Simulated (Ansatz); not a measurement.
TaN, 2 atoms in the cell. Symmetry: Pm-3m, No. 221, cubic system. Conventional cell: a = 2.732 Å, b = 2.732 Å, c = 2.732 Å, α = 90.00°, β = 90.00°, γ = 90.00°. Ta (site symmetry m-3m) has 8 N at 2.37 Å as nearest neighbours. Around N (site symmetry m-3m) lie 8 Ta at 2.37 Å. The cell comes from a database or a generator and needn't be the stable form of this composition.

```yaml
Program: Ansatz 0.2.0
Task: phonons
Functional: PBE
Potentials_or_basis: all-electron LAPW, scalar-relativistic
Cutoff: 301 eV (chosen from the basis error)
Basis_error_allowed: 0.002 eV/atom
k_mesh: 10 × 10 × 10
Occupations: fermi-dirac, width 0.05 eV
Spin: no spin polarisation
```

Potentials or basis: all-electron LAPW, scalar-relativistic.

The run is started by

```bash
$ ansatz run input.yaml --threads 1 --pin off --max-ram 3072MiB --backend cpu --events-out ev --progress --plain --runs-dir out
```

Hardware: 1 thread of Arm Neoverse V2, on a shared host.

Task: How long does it take, and how much memory?

Result: Run time: 64 s on 1 thread of Arm Neoverse V2, with other jobs on the host, peak memory 0.41 GiB. Counts: scf iterations 22, plane waves 251, k points 56, bands 30.
